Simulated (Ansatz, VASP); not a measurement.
Pd in VASP and in Ansatz

Contents of INCAR:

```
SYSTEM = Pd
PREC     = Accurate       ! precision mode
ENCUT    = 520            ! plane-wave cutoff, eV
EDIFF    = 1E-6           ! SCF threshold, eV
ISMEAR   = -1             ! smearing method
SIGMA    = 0.1            ! smearing width, eV
LREAL    = .FALSE.        ! projectors in reciprocal space
LASPH    = .TRUE.         ! aspherical terms in the spheres
NELM     = 100            ! most SCF steps
ALGO     = Normal         ! electronic algorithm
ISIF     = 2              ! what is computed and relaxed
LWAVE    = .FALSE.        ! write WAVECAR
LCHARG   = .FALSE.        ! write CHGCAR
GGA      = PS             ! functional
NBANDS   = 11             ! bands
```

The input KPOINTS:

```
Automatic mesh
0
G
  12 12 12
  0 0 0
```

Contents of POSCAR:

```
Pd
1.0
    0.0000000000      1.9067643606      1.9067643606
    1.9067643606      0.0000000000      1.9067643606
    1.9067643606      1.9067643606      0.0000000000
Pd
1
Direct
    0.0000000000      0.0000000000      0.0000000000
```

Input for Ansatz:

```yaml
crystal:
  lattice:
    - [0.0, 1.9067643606148403, 1.9067643606148403]
    - [1.9067643606148403, 0.0, 1.9067643606148403]
    - [1.9067643606148403, 1.9067643606148403, 0.0]
  atoms:
    - { symbol: Pd, position: [0.0, 0.0, 0.0] }
basis:
  ecutwfc: 500.0
kpoints:
  mp_grid:
    grid: [12, 12, 12]
hamiltonian:
  xc: pbesol
scf:
  occupations:
    method: fermi_dirac
    width: 0.1
output:
  stress: true
```

Alike in both runs: task single point; functional PBEsol; k mesh 12 × 12 × 12; occupations fermi-dirac, width 0.1 eV; no spin polarisation.

|  | VASP | Ansatz |
| --- | --- | --- |
| version | VASP 6.6.1 | Ansatz 0.2.0 |
| potentials or method | VASP PAW PBE potentials, release 64 (Pd) | plane waves, PAW |
| plane-wave cutoff (eV) | 520 | 500 |
| valence electrons in the cell | 10 | 18 |

|  | VASP | Ansatz | Ansatz less VASP |
| --- | --- | --- | --- |
| pressure (GPa) | 10.9 | 11.3 | +0.38 |

The two sets of potentials don't hold the same shells in valence.

Caveats: the PAW data sets were made with another functional, which shifts forces and pressure a little (VASP).
